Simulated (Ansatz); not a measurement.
# WS2: the cost of one run

Program: Ansatz 0.2.0. Level of theory: DFT PBE+D3(BJ), scalar-relativistic, plane waves, PAW. These are calculated values, not measurements.

**1. The starting structure**

The structure is hexagonal, space group P-6m2 (No. 187). The conventional cell has a = 3.183 Å, b = 3.183 Å, c = 23.119 Å, α = 90.00°, β = 90.00°, γ = 120.00°. S (site symmetry 3m) has 3 W at 2.41 Å as nearest neighbours. W (site symmetry -6m2) is surrounded by 6 S at 2.41 Å.

Structure file:

```cif
data_structure
_symmetry_space_group_name_H-M 'P-6m2'
_symmetry_Int_Tables_number 187
_cell_length_a 3.1830
_cell_length_b 3.1830
_cell_length_c 23.1191
_cell_angle_alpha 90.000
_cell_angle_beta 90.000
_cell_angle_gamma 120.000
_cell_volume 202.84
loop_
_atom_site_label
_atom_site_type_symbol
_atom_site_symmetry_multiplicity
_atom_site_Wyckoff_symbol
_atom_site_fract_x
_atom_site_fract_y
_atom_site_fract_z
_atom_site_occupancy
S1 S 2 h 0.33333 0.66667 0.93255 1
W1 W 1 a 0.00000 0.00000 0.00000 1
```

Free-standing sheet.

**2. Relaxing the sheet and its cell in the plane**

Input file input.yaml:

```yaml
crystal:
  lattice:
    - [3.18295417, 0.0, 0.0]
    - [-1.59147708, 2.75651917, 0.0]
    - [0.0, 0.0, 23.1191467855]
  atoms:
    - { symbol: S, position: [0.66666667, 0.33333334, 0.432541914] }
    - { symbol: W, position: [0.33333333, 0.66666666, 0.4999893213] }
    - { symbol: S, position: [0.66666667, 0.33333334, 0.567458086] }
basis:
  ecutwfc: 420.0
  fft_grid_basis: typed
kpoints:
  mp_grid: { grid: [12, 12, 1] }
hamiltonian:
  xc: pbe
  dispersion: d3bj
scf:
  occupations: { method: gaussian, width: 0.05 }
output:
  forces: true
  eigenvalues: true
  stress: true
efield:
  axis: 3
  dipole_correction: true
  ramp_width: 0.04
relax:
  adjacent_minimum: "off"
  f_tol: 0.02
  max_steps: 60
  cell: { fix: [c, alpha, beta], stress_tol: 0.05 }
```

Launch:

```sh
$ ansatz run input.yaml --threads 1 --pin off --max-ram 2211MiB --backend cpu --events-out ev --progress --plain --runs-dir out
```

Q: Estimate wall time and peak memory on 1 thread of Intel Xeon Platinum 8259CL at 2.50GHz (Skylake/Cascade Lake), shared host.

About 53 s, with a peak of 0.45 GiB.
